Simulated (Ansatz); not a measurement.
# W: the cost of one run

Program: Ansatz 0.2.0. Level of theory: DFT PBE, scalar-relativistic, plane waves, PAW. These are calculated values, not measurements.

The COD cell was measured well above room temperature, so it is larger than a cold one.

16 further runs of the same task are left out: 16 set aside as unsound or not needed.

## (1) The starting structure

It takes space group Im-3m (No. 229, cubic). The conventional cell has a = 3.184 Å, b = 3.184 Å, c = 3.184 Å, α = 90.00°, β = 90.00°, γ = 90.00°. W (site symmetry m-3m) has 8 W at 2.76 Å as nearest neighbours.

Coordinates:

```
CELL_PARAMETERS angstrom
-1.59185 1.59185 1.59185
1.59185 -1.59185 1.59185
1.59185 1.59185 -1.59185
ATOMIC_POSITIONS crystal
W 0.00000 0.00000 0.00000
```

It is the result of an earlier relaxation at this level (volume 16.13 Å³/atom; gap on the mesh: none (metal)).

## (2) Plan of the line

The energy is mapped over two homogeneous strains (x along [1 0 0], y along [0 1 0], z along [0 0 1] of the conventional cell).

- equal engineering shear yz, xz and xy: 7 values from −7.00 to 7.00 %
- equal normal strain along x, y and z: 7 values from −3 to 3 %

Nothing else is relaxed (symmetry fixes all fractional coordinates). Energies count from the relaxed crystal. Points are written as (first, second).

## (3) Point (−7.00 %, 1 %)

File input.yaml:

```yaml
crystal:
  lattice:
    - [-1.7191975517, 1.6077680807, 1.6077680807]
    - [1.6077680807, -1.7191975517, 1.6077680807]
    - [1.6077680807, 1.6077680807, -1.7191975517]
  atoms:
    - { symbol: W, position: [0.0, 0.0, 0.0] }
basis:
  ecutwfc: 420
kpoints:
  mp_grid: { grid: [20, 20, 20] }
hamiltonian:
  xc: pbe
  pseudopotentials: { kind: paw, azcp: { folder: soft_1 } }
scf:
  occupations: { method: gaussian, width: 0.15 }
output:
  forces: true
  stress: true
  eigenvalues: true
```

Run with:

```bash
> ansatz run input.yaml --threads 1 --pin off --max-ram 2048MiB --backend cpu --events-out ev --progress --plain --runs-dir out
```

**Question.** How long does this run take on 1 thread of Arm Neoverse V2, shared host, and how much memory does it need?

About 6.1 s, with a peak of 0.4 GiB.
